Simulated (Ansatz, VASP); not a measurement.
**Two plane-wave programs on Be**

```
CELL_PARAMETERS angstrom
0.00000 1.55332 1.55332
1.55332 0.00000 1.55332
1.55332 1.55332 0.00000
ATOMIC_POSITIONS crystal
Be 0.00000 0.00000 0.00000
```

Alike in both runs: functional LDA; k mesh 21 × 21 × 21; occupations fermi-dirac, width 0.05 eV; no spin polarisation.

Ansatz relaxed the structure, and its values are those at the end. VASP's run is a single point on that final structure, the one shown.

|  | VASP | Ansatz |
| --- | --- | --- |
| version | VASP 6.6.1 | Ansatz 0.2.0 |
| potentials or method | VASP PAW LDA potentials, release 64 (Be) | PAW with Ansatz's default frozen-core files, scalar-relativistic |
| plane-wave cutoff (eV) | 520 | 420 |
| valence electrons in the cell | 2 | 2 |

|  | VASP | Ansatz | Ansatz less VASP |
| --- | --- | --- | --- |
| pressure (GPa) | 0.5 | 0.0 | -0.46 |
